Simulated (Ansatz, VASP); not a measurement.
**Al3Au: VASP beside Ansatz**

```xyz
4
Lattice="-2.0253 2.0253 4.0566 2.0253 -2.0253 4.0566 2.0253 2.0253 -4.0566" Properties=species:S:1:pos:R:3 pbc="T T T"
Au    0.0000    0.0000    0.0000
Al    0.0000    0.0000    4.0566
Al    2.0253    0.0000    2.0283
Al    0.0000    2.0253    2.0283
```

The cell comes from a database or a generator and needn't be the stable form of this composition.

Alike in both runs: functional PBE; k mesh 5 × 5 × 5; occupations fermi-dirac, width 0.05 eV; no spin polarisation.

|  | VASP | Ansatz |
| --- | --- | --- |
| version | VASP 6.6.1 | Ansatz 0.2.0 |
| potentials or method | VASP PAW PBE potentials, release 64 (Au, Al) | Ansatz PAW |
| plane-wave cutoff (eV) | 520 | 420 |
| valence electrons in the cell | 20 | 28 |
| task | single point | band structure |

Ansatz gave:

* gap on the k mesh at the Fermi level (eV): none
* pressure (GPa): 0.3
* largest component of the traceless stress (GPa): 0.34

Problem. What did VASP give for the same quantities?

Solution. gap on the k mesh at the Fermi level (eV): none; pressure (GPa): 0.2; largest component of the traceless stress (GPa): 0.34.

A gap of «none» marks a metal or a gap that the smearing closes. The two sets of potentials don't hold the same shells in valence.

Caveats: the k mesh is coarse (spacing up to 0.44 Å⁻¹), so the values aren't converged; spin-orbit coupling is left out, which moves the levels of the heavy elements (Ansatz). Spin-orbit coupling is left out, which matters for the levels of Au.
